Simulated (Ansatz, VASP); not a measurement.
# One calculation of Be, two programs

```xyz
1
Lattice="-1.2531 1.2531 1.2531 1.2531 -1.2531 1.2531 1.2531 1.2531 -1.2531" Properties=species:S:1:pos:R:3 pbc="T T T"
Be    0.0000    0.0000    0.0000
```

This isn't the form of Be at room conditions, which is hcp.

Alike in both runs: functional PBEsol; k mesh 15 × 15 × 15; occupations fermi-dirac, width 0.01 eV; collinear spin.

|  | VASP | Ansatz |
| --- | --- | --- |
| version | VASP 6.6.1 | Ansatz 0.2.0 |
| potentials or method | VASP PAW PBE potentials, release 64 (Be), cutoff 520 eV | all-electron LAPW, point nuclei |
| task | single point | band structure |

Ansatz gave:

| Item | Value |
| --- | --- |
| gap on the k mesh at the Fermi level (eV) | none |
| pressure (GPa) | -2.0 |
| net moment per atom (μB) | 0.00 |

Problem. Estimate VASP's values.

Solution. gap on the k mesh at the Fermi level (eV): none; pressure (GPa): -1.6; net moment per atom (μB): 0.00.

A gap of «none» marks a metal or a gap that the smearing closes. Ansatz ran all-electron here, so the differences hold the error of VASP's frozen core and of both bases.

Caveats: the PAW data sets were made with another functional, which shifts forces and pressure a little (VASP); the starting moments weren't kept (Ansatz).
